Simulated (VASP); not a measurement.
# Si in VASP: one cell, several levels of theory

What does VASP give for Si (lonsdaleite), under -3.0 % strain along z alone, the cell held fixed? Runs: PBE, r2SCAN. The results are then set beside those of Ansatz 0.2.0 for the same cell.

The runs shown are made with VASP 6.6.1. PAW datasets, plane waves. The values are computed, spin-unpolarised, and not measurements.

### 1 The cell

The cell comes from an earlier relaxation with r2SCAN in another program, then strained, with the atoms relaxed again.

The symmetry is P6_3/mmc (No. 194, hexagonal); a = 3.832 Å, c = 6.151 Å in the conventional setting, 19.56 Å³ an atom. Si has 4 Si at 2.32–2.34 Å.

Coordinates:

```xyz
4
Lattice="3.8321 0.0000 0.0000 -1.9161 3.3187 0.0000 0.0000 0.0000 6.1510" Properties=species:S:1:pos:R:3 pbc="T T T"
Si    0.0000    2.2125   -0.0090
Si    1.9161    1.1062    3.0665
Si    0.0000    2.2125    2.3156
Si    1.9161    1.1062    5.3911
```

### 2 PBE at this geometry

INCAR reads:

```
ENCUT = 520.000000
SIGMA = 0.020000
EDIFF = 1.00e-07
GGA = PE
PREC = Accurate
IBRION = -1
ISIF = 2
ISMEAR = -1
NBANDS = 16
NELM = 120
NSW = 0
LASPH = .TRUE.
LCHARG = .FALSE.
LWAVE = .FALSE.
LREAL = .FALSE.
```

KPOINTS reads:

```
KPOINTS created by Atomic Simulation Environment
0
Gamma
12 12 4
0 0 0
```

KPOINTS_OPT reads:

```
special points
7
Reciprocal
0.0000000000 0.0000000000 0.0000000000 1
0.5000000000 0.0000000000 0.0000000000 1
0.3333333333 0.3333333333 0.0000000000 1
0.0000000000 0.0000000000 0.5000000000 1
0.5000000000 0.0000000000 0.5000000000 1
0.3333333333 0.3333333333 0.5000000000 1
0.0000000000 0.5000000000 0.0000000000 1
```

POSCAR reads:

```
Si
 1.0000000000000000
     3.8321295590073570    0.0000000000000000    0.0000000000000000
    -1.9160647795036785    3.3187215486936292    0.0000000000000000
     0.0000000000000000    0.0000000000000000    6.1509803545999997
 Si
   4
Cartesian
 -0.0000000000000000  2.2124810324624189 -0.0090271243245443
  1.9160647795036780  1.1062405162312094  3.0664630529754553
 -0.0000000000000000  2.2124810324624189  2.3156447572995438
  1.9160647795036780  1.1062405162312094  5.3911349345995427
```

Potentials: the recommended PBE PAW datasets, 16 valence electrons in the neutral cell.

Started as:

```console
$ mpirun -np 1 vasp_std
```

Printed to the terminal (iteration lines stand in OSZICAR):

```text
POSCAR found type information on POSCAR Si
 POSCAR found :  1 types and       4 ions
 LDA part: xc-table for (Slater+PW92), standard interpolation
 POSCAR, INCAR and KPOINTS ok, starting setup
 FFT: planning ... GRIDC
 FFT: planning ... GRID_SOFT
 FFT: planning ... GRID
 WAVECAR not read
 entering main loop
 Start KPOINTS_OPT (optional k-point list driver)
k-point batch [1-7\7]
```

OSZICAR:

```text
N       E                     dE             d eps       ncg     rms          rms(c)
DAV:   1     0.263314889900E+02    0.26331E+02   -0.59595E+03  1824   0.818E+02
DAV:   2    -0.201419874278E+02   -0.46473E+02   -0.42372E+02  2544   0.124E+02
DAV:   3    -0.219605419170E+02   -0.18186E+01   -0.18058E+01  2520   0.226E+01
DAV:   4    -0.219811335046E+02   -0.20592E-01   -0.20589E-01  2240   0.311E+00
DAV:   5    -0.219814918999E+02   -0.35840E-03   -0.35837E-03  2552   0.386E-01    0.712E+00
DAV:   6    -0.217072084413E+02    0.27428E+00   -0.11117E-01  2104   0.158E+00    0.435E+00
DAV:   7    -0.215834167141E+02    0.12379E+00   -0.23088E-01  2224   0.238E+00    0.266E-01
DAV:   8    -0.215856174447E+02   -0.22007E-02   -0.16255E-02  2192   0.642E-01    0.109E-01
DAV:   9    -0.215861406935E+02   -0.52325E-03   -0.67967E-04  2384   0.151E-01    0.838E-02
DAV:  10    -0.215862536179E+02   -0.11292E-03   -0.12008E-04  2184   0.551E-02    0.102E-02
DAV:  11    -0.215862574040E+02   -0.37861E-05   -0.64322E-06  2464   0.139E-02    0.763E-03
DAV:  12    -0.215862589465E+02   -0.15425E-05   -0.14994E-06  2192   0.666E-03    0.113E-03
DAV:  13    -0.215862588474E+02    0.99018E-07   -0.23350E-07  2376   0.248E-03
   1 F= -.21586259E+02 E0= -.21586257E+02  d E =-.415344E-05
       N       E                     dE             ncg
DAV:   1     0.208719543601E+04   -0.22804E+04      224
DAV:   2     0.177378180725E+04   -0.31341E+03      296
DAV:   3     0.176264191345E+04   -0.11140E+02      328
DAV:   4     0.176249614398E+04   -0.14577E+00      248
DAV:   5     0.176249284827E+04   -0.32957E-02      320
DAV:   6     0.176249272640E+04   -0.12187E-03      256
DAV:   7     0.176249272024E+04   -0.61559E-05      336
DAV:   8     0.176249271988E+04   -0.36535E-06      216
DAV:   9     0.176249271986E+04   -0.23946E-07      240
```

The lines after F= are the extra pass for the points of KPOINTS_OPT, at fixed density; their E is not a total energy.

From OUTCAR:

```text
k-points           NKPTS =     57   k-points in BZ     NKDIM =     57   number of bands    NBANDS=     16

   NELECT =      16.0000    total number of electrons

   dimension x,y,z NGX =    30 NGY =   30 NGZ =   48
   dimension x,y,z NGXF=    60 NGYF=   60 NGZF=   96

  energy-cutoff  :      520.00
  volume of cell :       78.23
      direct lattice vectors                 reciprocal lattice vectors
     3.832129559  0.000000000  0.000000000     0.260951511  0.150660425  0.000000000
    -1.916064780  3.318721549  0.000000000     0.000000000  0.301320851  0.000000000
     0.000000000  0.000000000  6.150980355     0.000000000  0.000000000  0.162575710

 k-points in reciprocal lattice and weights: KPOINTS created by Atomic Simulation Env
   0.00000000  0.00000000  0.00000000       0.002
   0.08333333  0.00000000  0.00000000       0.010
   0.16666667  0.00000000  0.00000000       0.010
   0.25000000 -0.00000000  0.00000000       0.010
   0.33333333 -0.00000000  0.00000000       0.010
   0.41666667  0.00000000  0.00000000       0.010
   0.50000000 -0.00000000  0.00000000       0.005
   0.08333333  0.08333333  0.00000000       0.010
[... 49 more k-points ...]

 E-fermi :   6.4005

 k-point     1 :       0.0000    0.0000    0.0000
  band No.  band energies     occupation
      1      -6.0729      2.00000
      2      -3.5547      2.00000
      3      -0.9760      2.00000
      4       4.5900      2.00000
      5       4.5900      2.00000
      6       6.1410      2.00000
      7       6.2762      1.99601
      8       6.2762      1.99601
      9       7.0812      0.00000
     10       8.1759      0.00000
     11       8.1759      0.00000
     12       9.1454      0.00000
     13      10.0512      0.00000
     14      10.5039      0.00000
     15      10.5039      0.00000
     16      12.1061      0.00000

 k-point     2 :       0.0833    0.0000    0.0000
  band No.  band energies     occupation
      1      -5.9920      2.00000
      2      -3.4723      2.00000
      3      -0.9335      2.00000
      4       3.8966      2.00000
      5       4.4220      2.00000
      6       5.6754      2.00000
      7       5.9842      2.00000
      8       6.1270      2.00000
      9       7.5534      0.00000
     10       8.3394      0.00000
     11       8.4358      0.00000
     12       9.2429      0.00000
     13      10.2055      0.00000
     14      10.8119      0.00000
     15      10.8135      0.00000
     16      11.6295      0.00000

 k-point     3 :       0.1667    0.0000    0.0000
  band No.  band energies     occupation
      1      -5.7514      2.00000
      2      -3.2266      2.00000
      3      -0.8353      2.00000
      4       2.7145      2.00000
      5       4.0482      2.00000
      6       4.4708      2.00000
      7       5.5466      2.00000
      8       5.7861      2.00000
      9       7.5239      0.00000
     10       9.0023      0.00000
     11       9.4441      0.00000
     12       9.4679      0.00000
     13       9.8615      0.00000
     14      10.9076      0.00000
     15      11.6332      0.00000
     16      11.8192      0.00000

 k-point     4 :       0.2500   -0.0000    0.0000
  band No.  band energies     occupation
      1      -5.3588      2.00000
      2      -2.8239      2.00000
      3      -0.8164      2.00000
      4       1.7022      2.00000
      5       3.1724      2.00000
      6       3.6535      2.00000
      7       4.9167      2.00000
      8       5.4173      2.00000
      9       7.2133      0.00000
     10       9.3829      0.00000
     11       9.4196      0.00000
     12       9.8879      0.00000
     13       9.9958      0.00000
     14      11.2411      0.00000
     15      12.1691      0.00000
     16      12.7907      0.00000

 k-point     5 :       0.3333   -0.0000    0.0000
  band No.  band energies     occupation
      1      -4.8341      2.00000
      2      -2.2816      2.00000
      3      -1.1769      2.00000
      4       1.2657      2.00000
      5       1.9450      2.00000
      6       3.3345      2.00000
      7       4.2093      2.00000
      8       5.1150      2.00000
      9       6.8754      0.00000
     10       9.0337      0.00000
     11       9.4821      0.00000
     12       9.7042      0.00000
     13      10.3722      0.00000
     14      12.5342      0.00000
     15      13.2084      0.00000
     16      13.2988      0.00000

[... the tables of k-points 6 to 57 left out ...]

  Total        1.2152853      1.2152853      3.8844121      0.0000000      0.0000000      0.0000000
  in kB       24.8904934     24.8904934     79.5573920      0.0000000      0.0000000      0.0000000
  external PRESSURE =      43.1127929 kB  Pullay stress =       0.0000000 kB

 POSITION                                       TOTAL-FORCE (eV/Angst)
 -----------------------------------------------------------------------------------
      0.00000      2.21248      6.14195         0.000000      0.000000     -0.025282
      1.91606      1.10624      3.06646         0.000000     -0.000000     -0.025282
      0.00000      2.21248      2.31564         0.000000      0.000000      0.025282
      1.91606      1.10624      5.39113        -0.000000     -0.000000      0.025282
 -----------------------------------------------------------------------------------
    total drift:                                0.000000      0.000000      0.000000

  FREE ENERGIE OF THE ION-ELECTRON SYSTEM (eV)
  ---------------------------------------------------
  free  energy   TOTEN  =       -21.5862588474 eV

  energy  without entropy=      -21.5862546940  energy(sigma->0) =      -21.58625677
```

Hardware: 1 MPI rank of Intel Xeon Platinum 8488C, shared host.

The levels at the points of KPOINTS_OPT are read from vasprun.xml.

Band energies at the special points (eV, zero at the top of v, the last band that the electrons fill by count):

```tsv
point	v−1	v	c	c+1
Γ	0.00	0.00	0.80	1.90
M	-3.01	-1.42	0.26	2.45
K	-3.64	-3.28	0.86	5.26
A	-1.04	-1.04	1.67	1.67
L	-2.31	-2.31	0.98	0.98
H	-1.84	-1.84	1.78	1.78
```

The PBE gap is 0.26 eV and indirect (Γ to M), with 0.80 eV as the least direct one. The pressure is 4.31 GPa, and the largest force is 0.025 eV/Å, on atom 1 (Si).

### 3 r2SCAN at this geometry

INCAR reads:

```
ENCUT = 520.000000
SIGMA = 0.010000
EDIFF = 1.00e-07
ALGO = Normal
METAGGA = R2SCAN
PREC = Accurate
IBRION = -1
ISIF = 2
ISMEAR = 0
NBANDS = 16
NELM = 120
NSW = 0
LASPH = .TRUE.
LCHARG = .FALSE.
LWAVE = .FALSE.
LREAL = .FALSE.
```

KPOINTS is that of step 2.

KPOINTS_OPT is that of step 2.

POSCAR is that of step 2.

Started as:

```console
$ mpirun -np 1 vasp_std
```

Standard output, without the iteration lines:

```text
POSCAR found type information on POSCAR Si
 POSCAR found :  1 types and       4 ions
 -----------------------------------------------------------------------------
|                                                                             |
|                                                                             |
|     You enforced a specific xc type in the INCAR file but a different       |
|     I HOPE YOU KNOW WHAT YOU ARE DOING!                                     |
|                                                                             |
 -----------------------------------------------------------------------------

 LDA part: xc-table for (None), standard interpolation
 POSCAR, INCAR and KPOINTS ok, starting setup
 FFT: planning ... GRIDC
 FFT: planning ... GRID_SOFT
 FFT: planning ... GRID
 WAVECAR not read
 entering main loop
 Start KPOINTS_OPT (optional k-point list driver)
k-point batch [1-7\7]
```

OSZICAR:

```text
N       E                     dE             d eps       ncg     rms          rms(c)
DAV:   1     0.120670425985E+02    0.12067E+02   -0.61608E+03  1824   0.847E+02
DAV:   2    -0.354980508536E+02   -0.47565E+02   -0.43351E+02  2536   0.128E+02
DAV:   3    -0.373245964074E+02   -0.18265E+01   -0.18136E+01  2528   0.230E+01
DAV:   4    -0.373439297099E+02   -0.19333E-01   -0.19331E-01  2240   0.307E+00
DAV:   5    -0.373442449256E+02   -0.31522E-03   -0.31520E-03  2552   0.371E-01    0.878E+00
DAV:   6    -0.350141726229E+02    0.23301E+01   -0.23562E-01  2176   0.307E+00    0.606E+00
DAV:   7    -0.350036239423E+02    0.10549E-01   -0.28635E-01  2144   0.277E+00    0.541E-01
DAV:   8    -0.349991155801E+02    0.45084E-02   -0.17346E-02  2176   0.714E-01    0.596E-01
DAV:   9    -0.349994712751E+02   -0.35570E-03   -0.65239E-04  2352   0.210E-01    0.687E-02
DAV:  10    -0.349995066254E+02   -0.35350E-04   -0.27489E-05  2296   0.388E-02    0.331E-02
DAV:  11    -0.349995088278E+02   -0.22023E-05   -0.30886E-06  2392   0.112E-02    0.622E-03
DAV:  12    -0.349995126534E+02   -0.38257E-05   -0.39411E-07  2256   0.388E-03    0.214E-03
DAV:  13    -0.349995129436E+02   -0.29015E-06   -0.33503E-08  1360   0.115E-03    0.297E-04
DAV:  14    -0.349995127496E+02    0.19398E-06   -0.66108E-09  1256   0.495E-04    0.177E-04
DAV:  15    -0.349995127196E+02    0.29948E-07   -0.94981E-10  1088   0.208E-04
   1 F= -.34999513E+02 E0= -.34999513E+02  d E =-.117290E-18
       N       E                     dE             ncg
DAV:   1     0.206678677388E+04   -0.23008E+04      224
DAV:   2     0.173858659790E+04   -0.32820E+03      304
DAV:   3     0.172731400208E+04   -0.11273E+02      328
DAV:   4     0.172717279696E+04   -0.14121E+00      256
DAV:   5     0.172716975913E+04   -0.30378E-02      312
DAV:   6     0.172716965500E+04   -0.10414E-03      240
DAV:   7     0.172716965014E+04   -0.48547E-05      336
DAV:   8     0.172716964988E+04   -0.26469E-06      200
DAV:   9     0.172716964986E+04   -0.17793E-07      240
```

From OUTCAR:

```text
k-points           NKPTS =     57   k-points in BZ     NKDIM =     57   number of bands    NBANDS=     16

   NELECT =      16.0000    total number of electrons

   dimension x,y,z NGX =    30 NGY =   30 NGZ =   48
   dimension x,y,z NGXF=    60 NGYF=   60 NGZF=   96

  energy-cutoff  :      520.00
  volume of cell :       78.23
      direct lattice vectors                 reciprocal lattice vectors
     3.832129559  0.000000000  0.000000000     0.260951511  0.150660425  0.000000000
    -1.916064780  3.318721549  0.000000000     0.000000000  0.301320851  0.000000000
     0.000000000  0.000000000  6.150980355     0.000000000  0.000000000  0.162575710

 k-points in reciprocal lattice and weights: KPOINTS created by Atomic Simulation Env
   0.00000000  0.00000000  0.00000000       0.002
   0.08333333  0.00000000  0.00000000       0.010
   0.16666667  0.00000000  0.00000000       0.010
   0.25000000 -0.00000000  0.00000000       0.010
   0.33333333 -0.00000000  0.00000000       0.010
   0.41666667  0.00000000  0.00000000       0.010
   0.50000000 -0.00000000  0.00000000       0.005
   0.08333333  0.08333333  0.00000000       0.010
[... 49 more k-points ...]

 E-fermi :   6.2593

 k-point     1 :       0.0000    0.0000    0.0000
  band No.  band energies     occupation
      1      -6.7334      2.00000
      2      -4.0853      2.00000
      3      -1.3663      2.00000
      4       4.4130      2.00000
      5       4.4130      2.00000
      6       6.0608      2.00000
      7       6.2021      2.00000
      8       6.2021      2.00000
      9       7.3354      0.00000
     10       8.2650      0.00000
     11       8.2650      0.00000
     12       9.2808      0.00000
     13      10.6280      0.00000
     14      10.7157      0.00000
     15      10.7157      0.00000
     16      12.3758      0.00000

 k-point     2 :       0.0833    0.0000    0.0000
  band No.  band energies     occupation
      1      -6.6482      2.00000
      2      -3.9982      2.00000
      3      -1.3218      2.00000
      4       3.7213      2.00000
      5       4.2372      2.00000
      6       5.5975      2.00000
      7       5.8971      2.00000
      8       6.0439      2.00000
      9       7.7606      0.00000
     10       8.4824      0.00000
     11       8.5388      0.00000
     12       9.3972      0.00000
     13      10.5315      0.00000
     14      11.0450      0.00000
     15      11.2674      0.00000
     16      11.9056      0.00000

 k-point     3 :       0.1667    0.0000    0.0000
  band No.  band energies     occupation
      1      -6.3950      2.00000
      2      -3.7389      2.00000
      3      -1.2189      2.00000
      4       2.4990      2.00000
      5       3.8449      2.00000
      6       4.3550      2.00000
      7       5.4437      2.00000
      8       5.6823      2.00000
      9       7.6645      0.00000
     10       9.1373      0.00000
     11       9.6350      0.00000
     12       9.7039      0.00000
     13      10.1643      0.00000
     14      11.1723      0.00000
     15      11.9177      0.00000
     16      12.0898      0.00000

 k-point     4 :       0.2500   -0.0000    0.0000
  band No.  band energies     occupation
      1      -5.9818      2.00000
      2      -3.3138      2.00000
      3      -1.1986      2.00000
      4       1.4372      2.00000
      5       2.9977      2.00000
      6       3.4292      2.00000
      7       4.7907      2.00000
      8       5.2907      2.00000
      9       7.3427      0.00000
     10       9.5793      0.00000
     11       9.6027      0.00000
     12      10.1552      0.00000
     13      10.2318      0.00000
     14      11.5805      0.00000
     15      12.4672      0.00000
     16      13.1522      0.00000

 k-point     5 :       0.3333   -0.0000    0.0000
  band No.  band energies     occupation
      1      -5.4296      2.00000
      2      -2.7411      2.00000
      3      -1.5769      2.00000
      4       0.9742      2.00000
      5       1.7077      2.00000
      6       3.0926      2.00000
      7       4.0555      2.00000
      8       4.9696      2.00000
      9       6.9990      0.00000
     10       9.2670      0.00000
     11       9.6464      0.00000
     12       9.9110      0.00000
     13      10.6503      0.00000
     14      12.9173      0.00000
     15      13.5713      0.00000
     16      13.7776      0.00000

[... the tables of k-points 6 to 57 left out ...]

  Total        0.4718497      0.4718497      3.4407033      0.0000000     -0.0000000      0.0000000
  in kB        9.6640443      9.6640443     70.4697082      0.0000000     -0.0000000      0.0000000
  external PRESSURE =      29.9325989 kB  Pullay stress =       0.0000000 kB

 POSITION                                       TOTAL-FORCE (eV/Angst)
 -----------------------------------------------------------------------------------
      0.00000      2.21248      6.14195        -0.000000      0.000000      0.000512
      1.91606      1.10624      3.06646        -0.000000     -0.000000      0.000512
      0.00000      2.21248      2.31564        -0.000000      0.000000     -0.000512
      1.91606      1.10624      5.39113         0.000000     -0.000000     -0.000512
 -----------------------------------------------------------------------------------
    total drift:                                0.000000      0.000000      0.000000

  FREE ENERGIE OF THE ION-ELECTRON SYSTEM (eV)
  ---------------------------------------------------
  free  energy   TOTEN  =       -34.9995127196 eV

  energy  without entropy=      -34.9995127196  energy(sigma->0) =      -34.99951272
```

Hardware: 1 MPI rank of Intel Xeon Platinum 8488C, shared host.

The levels at the points of KPOINTS_OPT are read from vasprun.xml.

Band energies at the special points (eV, zero at the top of v, the last band that the electrons fill by count):

```tsv
point	v−1	v	c	c+1
Γ	0.00	0.00	1.13	2.06
M	-3.13	-1.51	0.45	2.75
K	-3.80	-3.45	1.02	5.60
A	-1.10	-1.10	2.01	2.01
L	-2.43	-2.43	1.21	1.21
H	-1.96	-1.96	2.08	2.08
```

Gap with r2SCAN: 0.45 eV, valence top at Γ, conduction bottom at M. Least direct gap: 1.13 eV. Pressure: 2.99 GPa; the forces vanish within 0.01 eV/Å.

### 4 What came out

| level | gap (eV) | pressure (GPa) | Ansatz: gap (eV) | Ansatz: pressure (GPa) |
| --- | --- | --- | --- | --- |
| PBE | 0.26 | 4.31 | 0.26 | 4.40 |
| r2SCAN | 0.45 | 2.99 | 0.43 | 3.24 |

In words: The gap spans 0.26 eV (PBE) to 0.45 eV (r2SCAN). The pressure is highest with PBE (4.3 GPa) and lowest with r2SCAN (3.0 GPa), which orders the cells that they would relax to. The two programs agree on the gap within 0.03 eV, far less than the spread between functionals. The two codes have different PAW datasets and cutoffs.
